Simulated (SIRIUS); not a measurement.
Hf:

```
Hf
1.0
     0.11927    2.34305    1.99282
     2.32109    0.12480    1.98729
     2.44975    2.46619   -0.00387
Hf
1
Cartesian
  0.0000 0.0000 0.0000
```

This isn't the form of Hf at room conditions, which is hcp.

Base run:

| Quantity | Value |
| --- | --- |
| Program | SIRIUS 7.10.0 |
| Functional | PBEsol |
| Potentials or basis | PseudoDojo 0.4.1 PBE standard (scalar relativistic) |
| Cutoff | 807 eV |
| Density cutoff | 3227 eV |
| k mesh | 8 × 8 × 7 |
| Occupations | fermi-dirac, width 0.05 eV |
| Spin | no spin polarisation |
| Hubbard terms | Hf d U = 4 eV |

Its results: band gap on the k mesh none (metal or under the smearing width); pressure 5.8 GPa.

**Question.** After a change of settings the same cell gave: band gap on the k mesh none (metal or under the smearing width); pressure 10.1 GPa. Which change was it?
A. hubbard terms from Hf d U = 4 eV to none; hubbard projectors from orthogonalised atomic orbitals to none; start of the occupations from the program's own to none
B. hubbard terms from Hf d U = 4 eV to Hf d U = 2 eV
C. hubbard terms from Hf d U = 4 eV to Hf d U = 6 eV

**Answer.** C.

Caveats: the potentials were made for another functional, which shifts forces and pressure; U without spin polarisation on a metal has little footing; the U is typed as a test and isn't derived for this compound.
